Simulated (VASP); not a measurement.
The system is AlN.

```
Al N
1.0
     0.00000    2.02196    2.02196
     2.02196    0.00000    2.02196
     2.02196    2.02196    0.00000
Al N
1 1
Direct
  0.50000 0.50000 0.50000
  0.00000 0.00000 0.00000
```

Measurements of this composition are mostly on another form, of space group No. 186.

Program: VASP 6.6.1. Alike in all runs: task band structure; potentials or basis VASP PAW PBE potentials, release 64 (Al, N); no spin polarisation; cell as given; k mesh 10 × 10 × 10; cutoff (eV) 520; smearing gaussian 0.02 eV.

Question: Order these runs on this cell by their band gap on the k mesh, lowest first.
A. level r2SCAN
B. level TB-mBJ
C. level PBEsol

Answer: C (4.55 eV), A (5.48 eV), B (5.74 eV).

